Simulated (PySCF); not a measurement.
Predicted microwave data (CAM-B3LYP/def2-SVPD in PySCF (dipole) on a GFN2-xTB geometry, gas phase) for one isomer of C3H9N:

```
Rotational constants : A = 25140, B = 3783, C = 3534 MHz
Dipole components    : |μa| = 0.01 D, |μb| = 0.60 D, |μc| = 1.08 D
Inertial defect      : -10.69 u·Å²
κ                    : -0.98
```

Problem. Which candidate fits, each taken in the one conformer that was computed?
A. `[CH3:1][CH2:2][NH:3][CH3:4]` with C1–C2–N3–C4 178°
B. `[CH3:1][CH2:2][CH2:3][NH2:4]` with C1–C2–C3–N4 -175°, C2–C3–N4–H -62° and 179° (propylamine)

Solution. B. It is CCCN, a near-prolate asymmetric top. The candidates at the same level (rigid rotor, commonest isotopes):

```
SMILES  A (MHz)  B (MHz)  C (MHz)  μa (D)  μb (D)  μc (D)  Δ (u·Å²)  point group                        rotor
  CCNC    26253     3963     3710    0.04    0.33    0.92    -10.57            –  near-prolate asymmetric top
  CCCN    25140     3783     3534    0.01    0.60    1.08    -10.69            –  near-prolate asymmetric top
```

`CCNC` has C 5 % too high. No structure here is proved a minimum.
